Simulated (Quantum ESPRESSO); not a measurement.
A run of Quantum ESPRESSO 7.5 is set up as follows.

File pw.in:

```
&CONTROL
  calculation = 'scf'
  prefix = 'pwscf'
  outdir = './tmp'
  pseudo_dir = './pseudo'
  tprnfor = .true.
  tstress = .true.
  disk_io = 'nowf'
/
&SYSTEM
  ibrav = 0
  nat = 4
  ntyp = 2
  ecutwfc = 88
  nbnd = 34
  occupations = 'smearing'
  smearing = 'fd'
  degauss = 0.00367493
/
&ELECTRONS
  conv_thr = 8d-10
  electron_maxstep = 120
  mixing_beta = 0.5
/
ATOMIC_SPECIES
Cu    63.5460 Cu_ONCV_PBE-1.2.upf
O     15.9990 O_ONCV_PBE-1.2.upf
CELL_PARAMETERS angstrom
   3.1795331000    0.0000000000    0.0000000000
  -1.5897665500    2.7535564400    0.0000000000
   0.0000000000    0.0000000000    4.4314907300
ATOMIC_POSITIONS crystal
Cu     0.0000000000    0.0000000000    0.0000000000
Cu     0.0000000000    0.0000000000    0.5000000000
O      0.3333333333    0.6666666667    0.2500000000
O      0.6666666667    0.3333333333    0.7500000000
K_POINTS automatic
3 3 2 0 0 0
```

Potentials or basis: SG15 PBE 1.2.

Command:

```sh
$ OMP_NUM_THREADS=1 mpirun -n 2 pw.x -in pw.in > pw.out
```

Q: What does it give for the pressure?

A: 4.9 GPa.

Q: Predict the band gap on the k mesh.

A: None (metal or under the smearing width).

Stress tensor (GPa, compression positive):
```
-9.71  0.00  0.00
 0.00 -9.71  0.00
 0.00  0.00 34.23
```

Caveat: the k mesh is coarse (spacing up to 0.76 Å⁻¹), so the values aren't converged; the run has no spin polarisation, though such a crystal can be magnetic; semilocal functionals often make such compounds metallic where correlation or magnetic order opens a gap, which also shifts bond lengths. With open d or f shells a metallic result of PBE can be an artefact of self-interaction; +U or a hybrid may open a gap.
